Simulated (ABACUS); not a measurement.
The system is LiF (Griceite).

```
F Li
1.0
     0.00000    2.01400    2.01400
     2.01400    0.00000    2.01400
     2.01400    2.01400    0.00000
F Li
1 1
Direct
  0.50000 0.50000 0.50000
  0.00000 0.00000 0.00000
```

Base run:

| Quantity | Value |
| --- | --- |
| Program | ABACUS 3.10.1 |
| Functional | OLYP |
| Potentials or basis | SG15 ONCV 1.2 PBE |
| Cutoff | 1143 eV |
| Density cutoff | 4572 eV |
| Basis | plane waves |
| k mesh | 9 × 9 × 9 |
| Occupations | fermi-dirac, width 0.05 eV |
| Spin | no spin polarisation |

Its results: band gap on the k mesh 9.83 eV, direct; pressure 6.5 GPa.

Problem. The run is repeated on the same cell with these changes: functional from OLYP to M06-L; cutoff from 1143 eV to 1320 eV; density cutoff from 4572 eV to 5279 eV; k mesh from 9 × 9 × 9 to 7 × 7 × 7. What comes out?

Solution. Band gap on the k mesh 9.46 eV, direct; pressure -3.0 GPa.

Several settings changed at once, so the effect can't be laid on one alone.

Caveats: the potentials were made for another functional, which shifts forces and pressure; an odd mesh through Γ misses points on the zone boundary, where band edges often lie (some runs).
